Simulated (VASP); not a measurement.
# NbC (Fm-3m) in VASP: further runs

Runs on NbC. Level: PBE. Tasks: relaxation of cell and atoms, vibrations by finite differences.

Program: VASP 6.6.1. These are calculated values, not measurements. Logs are shortened: lines on timing, memory, paths and dates and some standing lists are left out, and cuts for length are marked.

## 1. The structure

It takes space group Fm-3m (No. 225, cubic). Conventional cell: a = 4.469 Å, b = 4.469 Å, c = 4.469 Å, α = 90.00°, β = 90.00°, γ = 90.00°. Nb (site symmetry m-3m) is surrounded by 6 C at 2.23 Å. C (site symmetry m-3m) is surrounded by 6 Nb at 2.23 Å.

## 2. Relaxation of cell and atoms, PBE

Input file INCAR:

```
SYSTEM = NbC
  PREC = Accurate
  ENCUT = 520
  EDIFF = 1E-7
  ISMEAR = 0
  SIGMA = 0.1
  LREAL = .FALSE.
  LASPH = .TRUE.
  NELM = 80
  ALGO = Fast
  ISIF = 3
  LWAVE = .FALSE.
  LCHARG = .FALSE.
  GGA = PE
  IBRION = 2
  NSW = 80
  EDIFFG = -0.002
```

Input file KPOINTS:

```
Automatic mesh
0
G
  22 22 22
  0 0 0
```

Input file POSCAR:

```
NbC
1.0
    0.0000000000      2.2345500000      2.2345500000
    2.2345500000      0.0000000000      2.2345500000
    2.2345500000      2.2345500000      0.0000000000
Nb C
1 1
Direct
    0.0000000000      0.0000000000      0.0000000000
    0.5000000000      0.5000000000      0.5000000000
```

Potentials or basis: VASP PAW PBE potentials, release 64 (Nb_sv, C).

Launch:

```sh
> cat potpaw_PBE.64/Nb_sv/POTCAR potpaw_PBE.64/C/POTCAR > POTCAR
> mpirun -np 1 vasp_std > vasp.out
```

OUTCAR:

```text
SYSTEM = NbC
   PREC = Accurate
   ENCUT = 520
   EDIFF = 1E-7
   ISMEAR = 0
   LREAL = .FALSE.
   LASPH = .TRUE.
   NELM = 80
   ISIF = 3
   GGA = PE
   IBRION = 2
   NSW = 80
   EDIFFG = -0.002

 ion  position               nearest neighbor table
   1  0.000  0.000  0.000-   2 2.23   2 2.23   2 2.23   2 2.23   2 2.23   2 2.23
   2  0.500  0.500  0.500-   1 2.23   1 2.23   1 2.23   1 2.23   1 2.23   1 2.23

  LATTYP: Found a face centered cubic cell.
 ALAT       =     4.4691000000

  Lattice vectors:

 A1 = (   0.0000000000,   2.2345500000,   2.2345500000)
 A2 = (   2.2345500000,   0.0000000000,   2.2345500000)
 A3 = (   2.2345500000,   2.2345500000,   0.0000000000)

Analysis of symmetry for initial positions (statically):
=====================================================================
 Subroutine PRICEL returns:
 Original cell was already a primitive cell.

 Routine SETGRP: Setting up the symmetry group for a
 face centered cubic supercell.

 Subroutine GETGRP returns: Found 48 space group operations
 (whereof 48 operations were pure point group operations)
 out of a pool of 48 trial point group operations.

The static configuration has the point symmetry O_h .

Analysis of symmetry for dynamics (positions and initial velocities):
=====================================================================
 Subroutine PRICEL returns:
 Original cell was already a primitive cell.

 Routine SETGRP: Setting up the symmetry group for a
 face centered cubic supercell.

 Subroutine GETGRP returns: Found 48 space group operations
 (whereof 48 operations were pure point group operations)
 out of a pool of 48 trial point group operations.

The dynamic configuration has the point symmetry O_h .

 Subroutine INISYM returns: Found 48 space group operations
 (whereof 48 operations are pure point group operations),
 and found     1 'primitive' translations

----------------------------------------------------------------------------------------

                                     Primitive cell

  volume of cell :      22.3152

  direct lattice vectors                    reciprocal lattice vectors
     0.000000000  2.234550000  2.234550000    -0.223758699  0.223758699  0.223758699
     2.234550000  0.000000000  2.234550000     0.223758699 -0.223758699  0.223758699
     2.234550000  2.234550000  0.000000000     0.223758699  0.223758699 -0.223758699

  length of vectors
     3.160130916  3.160130916  3.160130916     0.387561435  0.387561435  0.387561435

  position of ions in fractional coordinates (direct lattice)
     0.000000000  0.000000000  0.000000000
     0.500000000  0.500000000  0.500000000

  ion indices of the primitive-cell ions
   primitive index   ion index
                 1           1
                 2           2

----------------------------------------------------------------------------------------

 KPOINTS: Automatic mesh

Automatic generation of k-mesh.
 Grid dimensions read from file:
 generate k-points for:   22   22   22

 Generating k-lattice:

  Cartesian coordinates                     Fractional coordinates (reciprocal lattice)
    -0.010170850  0.010170850  0.010170850     0.045454545  0.000000000  0.000000000
     0.010170850 -0.010170850  0.010170850     0.000000000  0.045454545  0.000000000
     0.010170850  0.010170850 -0.010170850     0.000000000  0.000000000  0.045454545

  Length of vectors
     0.017616429  0.017616429  0.017616429

  Shift w.r.t. Gamma in fractional coordinates (k-lattice)
     0.000000000  0.000000000  0.000000000

 Subroutine IBZKPT returns following result:
 ===========================================

 Found    328 irreducible k-points:

 Following reciprocal coordinates:
            Coordinates               Weight
  0.000000  0.000000  0.000000      1.000000
  0.045455  0.000000  0.000000      8.000000
  0.090909  0.000000  0.000000      8.000000
  0.136364  0.000000  0.000000      8.000000
  0.181818  0.000000  0.000000      8.000000
  0.227273  0.000000  0.000000      8.000000
[... 16 lines left out ...]
  0.500000  0.045455  0.000000     24.000000
 -0.454545  0.045455  0.000000     24.000000
 [... further k-points ...]
   k-points           NKPTS =    328   k-points in BZ     NKDIM =    328   number of bands    NBANDS=     12
   number of dos      NEDOS =    301   number of ions     NIONS =      2
   total plane-waves  NPLWV =  13824
   dimension x,y,z NGX =    24 NGY =   24 NGZ =   24
   dimension x,y,z NGXF=    48 NGYF=   48 NGZF=   48
   ions per type =               1   1
   NGX,Y,Z   is equivalent  to a cutoff of  12.63, 12.63, 12.63 a.u.
   NGXF,Y,Z  is equivalent  to a cutoff of  25.25, 25.25, 25.25 a.u.
 SYSTEM =  NbC
   PREC   = accura    normal or accurate (medium, high low for compatibility)
   ISTART =      0    job   : 0-new  1-cont  2-samecut
   ICHARG =      2    charge: 1-file 2-atom 10-const
   ISPIN  =      1    spin polarized calculation?
   LNONCOLLINEAR =      F non collinear calculations
   LSORBIT =      F    spin-orbit coupling
   LASPH  =      T    aspherical Exc in radial PAW
   ENCUT  =  520.0 eV  38.22 Ry    6.18 a.u.   5.88  5.88  5.88*2*pi/ulx,y,z
   NELM   =     80;   NELMIN=  2; NELMDL= -5     # of ELM steps
   EDIFF  = 0.1E-06   stopping-criterion for ELM
   LREAL  =      F    real-space projection
   EDIFFG = -.2E-02   stopping-criterion for IOM
   NSW    =     80    number of steps for IOM
   IBRION =      2    ionic relax: 0-MD 1-quasi-New 2-CG
   NFREE  =      1    steps in history (QN), initial steepest desc. (CG)
   ISIF   =      3    stress and relaxation
   ISYM   =      2    0-nonsym 1-usesym 2-fastsym
   POTIM  = 0.5000    time-step for ionic-motion
   TEBEG  =    0.0;   TEEND  =   0.0 temperature during run
   PSTRESS=    0.0 pullay stress
   NELECT =      17.0000    total number of electrons
   NUPDOWN=      -1.0000    fix difference up-down
   EMIN   =  10.00;   EMAX   =-10.00  energy-range for DOS
   EFERMI =   0.00;   METHOD = LEGACY
   ISMEAR =     0;   SIGMA  =   0.10  broadening in eV -4-tet -1-fermi 0-gaus
   EFERMI_NEDOS =   21; number of points for ismear=-14 and -15
   IALGO  =     68    algorithm
   IMIX   =      4    mixing-type and parameters
     AMIX     =   0.40;   BMIX     =  1.00
     AMIX_MAG =   1.60;   BMIX_MAG =  1.00
  volume/ion in A,a.u.               =      11.16        75.30
  Fermi-wavevector in a.u.,A,eV,Ry     =   1.495172  2.825465 30.416346  2.235538
  Thomas-Fermi vector in A             =   2.607351
   LORBIT       =      0    0 simple, 1 ext, 2 COOP (PROOUT), +10 PAW based schemes
   GGA     = PE    functional components
   LHFCALC =     F    Hartree Fock is set to
   AEXX    =    0.0000 exact exchange contribution
   IVDW    =     0    specifies the selected vdW correction
   LEPSILON=     F    determine dielectric tensor
   LRPA    =     F    only Hartree local field effects (RPA)
 conjugate gradient relaxation of ions
 non-spin polarized calculation
 RMM-DIIS sequential band-by-band and
 Gauss-broadening in eV      SIGMA  =   0.10
  energy-cutoff  :      520.00
  volume of cell :       22.32
 maximum number of plane-waves:       620
   NGX = 11   NGY = 11   NGZ = 11

--------------------------------------- Ionic step        1  -------------------------------------------

 number of electron      16.9999999 magnetization

 Free energy of the ion-electron system (eV)
  ---------------------------------------------------
  ext. energy  EPLUGINS =         0.00000000
  ---------------------------------------------------
  free energy    TOTEN  =       -20.54448487 eV

  energy without entropy =      -20.54046084  energy(sigma->0) =      -20.54247285

------------------------ aborting loop because EDIFF is reached ----------------------------------------

  FORCE on cell =-STRESS in cart. coord.  units (eV):
  Direction    XX          YY          ZZ          XY          YZ          ZX
  --------------------------------------------------------------------------------------
  -------------------------------------------------------------------------------------
  Total        0.3917467      0.3917467      0.3917467      0.0000000      0.0000000      0.0000000
  in kB       28.1265019     28.1265019     28.1265019      0.0000000      0.0000000      0.0000000
  external PRESSURE =      28.1265019 kB  Pullay stress =       0.0000000 kB
[... 57 lines left out ...]
  energy  without entropy=      -20.5345842129  energy(sigma->0) =      -20.53665662

--------------------------------------- Ionic step        3  -------------------------------------------

 number of electron      16.9999999 magnetization

 Free energy of the ion-electron system (eV)
  ---------------------------------------------------
  ext. energy  EPLUGINS =         0.00000000
  ---------------------------------------------------
  free energy    TOTEN  =       -20.54627673 eV

  energy without entropy =      -20.54221349  energy(sigma->0) =      -20.54424511

 E-fermi :  12.4588     XC(G=0): -13.0399

 val. band max:       12.4522405391   @ k =  -0.0909   0.0909   0.0000
 cond. band min:      12.4618481017   @ k =  -0.4091   0.4091   0.1364
 fundamental gap:      0.0096075626
 Fermi energy:        12.4588440704

 k-point     1 :       0.0000    0.0000    0.0000
  band No.  band energies     occupation
      1     -43.3280      2.00000
      2     -19.0406      2.00000
      3     -19.0406      2.00000
      4     -19.0406      2.00000
      5      -0.9573      2.00000
      6      11.1559      2.00000
      7      11.1559      2.00000
      8      11.1559      2.00000
      9      12.2299      1.99879
     10      12.2299      1.99879
     11      12.2299      1.99879
     12      12.7945      0.00000
[... 331 lines left out ...]
 k-point    24 :      -0.4545    0.0455    0.0000
  band No.  band energies     occupation
      1     -43.2254      2.00000
      2     -19.8420      2.00000
      3     -19.1338      2.00000
      4     -19.1206      2.00000
      5       2.5437      2.00000
      6       5.0714      2.00000
      7       7.4054      2.00000
      8       7.4540      2.00000
      9      14.4426      0.00000
     10      14.4905      0.00000
     11      15.8156      0.00000
     12      18.5136      0.00000

 [... further k-points ...]

------------------------ aborting loop because EDIFF is reached ----------------------------------------

  FORCE on cell =-STRESS in cart. coord.  units (eV):
  Direction    XX          YY          ZZ          XY          YZ          ZX
  --------------------------------------------------------------------------------------
  -------------------------------------------------------------------------------------
  Total       -0.0033517     -0.0033517     -0.0033517      0.0000000      0.0000000     -0.0000000
  in kB       -0.2384341     -0.2384341     -0.2384341      0.0000000      0.0000000     -0.0000000
  external PRESSURE =      -0.2384341 kB  Pullay stress =       0.0000000 kB
[... 17 lines left out ...]
  FREE ENERGIE OF THE ION-ELECTRON SYSTEM (eV)
  ---------------------------------------------------
  free  energy   TOTEN  =       -20.5462767319 eV

  energy  without entropy=      -20.5422134929  energy(sigma->0) =      -20.54424511

 reached required accuracy - stopping structural energy minimisation
```

Run time: 2.6 min. Hardware: 1 thread of Intel Xeon 6975P-C (Granite Rapids), shared host; peak memory 0.23 GiB.

Results:

```yaml
Free_energy: -20.5463 eV
Relaxed_volume: 11.26 Å³/atom
Relaxed_cell: a = 3.170 Å, b = 3.170 Å, c = 3.170 Å, α = 60.00°, β = 60.00°, γ = 60.00°
Space_group_after_relaxing_to_0.05_Å: Fm-3m (No. 225)
Energy_gained_by_relaxing: 0.9 meV/atom
Ionic_steps: 3
Pressure_after_relaxing: 0.0 GPa
Band_gap_on_the_k_mesh: none (metal or under the smearing width)
```

Step by step:
```
step  energy change (eV)  largest force (eV/Å)  pressure (GPa)  volume (Å³)
   1              0.0000                0.0000            2.81        22.32
   2              0.0058                0.0000           -5.49        22.95
   3             -0.0018                0.0000           -0.02        22.52
```

Final structure:
```yaml
crystal:
  lattice:
    - [0.00000, 2.24144, 2.24144]
    - [2.24144, 0.00000, 2.24144]
    - [2.24144, 2.24144, 0.00000]
  atoms:
    - { symbol: Nb, position: [0.00000, 0.00000, 0.00000] }
    - { symbol: C, position: [0.50000, 0.50000, 0.50000] }
```

(Continued in part 2 of 2.)
